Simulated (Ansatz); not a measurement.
# SiO2 (Stishovite): properties at the relaxed cell

One table from this session's results is given with a row withheld; the runs are named, their logs left out.

Method: DFT PBE and PBEsol (the runs whose input is shown use PBEsol), scalar-relativistic, plane waves, PAW, in Ansatz 0.2.0.

2 further runs of the same task are left out: 2 set aside as unsound or not needed.

## The starting structure

The structure is tetragonal, space group P4_2/mnm (No. 136). Conventional cell: a = 4.236 Å, b = 4.236 Å, c = 2.691 Å, α = 90.00°, β = 90.00°, γ = 90.00°. Si (site symmetry mmm) has 6 O at 1.77 to 1.84 Å as nearest neighbours. Around O (site symmetry m2m) lie 3 Si at 1.77 to 1.84 Å.

Structure file:

```cif
data_structure
_symmetry_space_group_name_H-M 'P4_2/mnm'
_symmetry_Int_Tables_number 136
_cell_length_a 4.2360
_cell_length_b 4.2360
_cell_length_c 2.6906
_cell_angle_alpha 90.000
_cell_angle_beta 90.000
_cell_angle_gamma 90.000
_cell_volume 48.28
loop_
_atom_site_label
_atom_site_type_symbol
_atom_site_symmetry_multiplicity
_atom_site_Wyckoff_symbol
_atom_site_fract_x
_atom_site_fract_y
_atom_site_fract_z
_atom_site_occupancy
Si1 Si 2 a 0.00000 0.00000 0.00000 1
O1 O 4 f 0.30697 0.30697 0.00000 1
```

This cell was relaxed beforehand with the same method: volume 8.05 Å³/atom, gap on the mesh 5.04 eV.

The first run:

File input.yaml:

```yaml
crystal:
  lattice:
    - [4.2359706577, 0.0, 0.0]
    - [0.0, 4.2359706577, 0.0]
    - [0.0, 0.0, 2.6905615463]
  atoms:
    - { symbol: Si, position: [0.0, 0.0, 0.0] }
    - { symbol: Si, position: [0.5, 0.5, 0.5] }
    - { symbol: O, position: [0.3069734713, 0.3069734713, 0.0] }
    - { symbol: O, position: [0.1930265287, 0.8069734713, 0.5] }
    - { symbol: O, position: [0.6930265287, 0.6930265287, 0.0] }
    - { symbol: O, position: [0.8069734713, 0.1930265287, 0.5] }
basis:
  ecutwfc: 420
kpoints:
  mp_grid: { grid: [6, 6, 8] }
hamiltonian:
  xc: pbesol
scf:
  occupations: { method: gaussian, width: 0.02 }
output:
  forces: true
  stress: true
  eigenvalues: true
relax:
  adjacent_minimum: "off"
  f_tol: 0.005
  max_steps: 50
  cell: { stress_tol: 0.05 }
```

The run is started by

```sh
$ ansatz run input.yaml --threads 1 --pin off --max-ram 2560MiB --backend cpu --events-out ev --progress --plain --runs-dir out
```

Steps of the session up to this table: The cell under PBEsol; Relaxing with PBE+D3(BJ); Relaxing with LDA; Relaxing with r2SCAN.

One of the session's tables, all rows but one given; the rest of the session is left out.

It belongs to the step «Relaxed cells side by side». 

```
functional  a (Å)  b (Å)  c (Å)  volume (Å³/atom)  gap on the mesh (eV)
       PBE  4.236  4.236  2.691              8.05                  5.04
    PBEsol  4.195  4.195  2.678              7.85                  5.35
PBE+D3(BJ)  4.204  4.204  2.682              7.90                  5.30
       LDA  4.155  4.155  2.661              7.66                  5.81
    r2SCAN      ?      ?      ?                 ?                     ?
```

**Question.** Estimate the row for r2SCAN.

**Answer.** a (Å): 4.185; b (Å): 4.185; c (Å): 2.669; volume (Å³/atom): 7.79; gap on the mesh (eV): 6.51. In the column «a (Å)» it lies between LDA (4.155) and PBEsol (4.195).
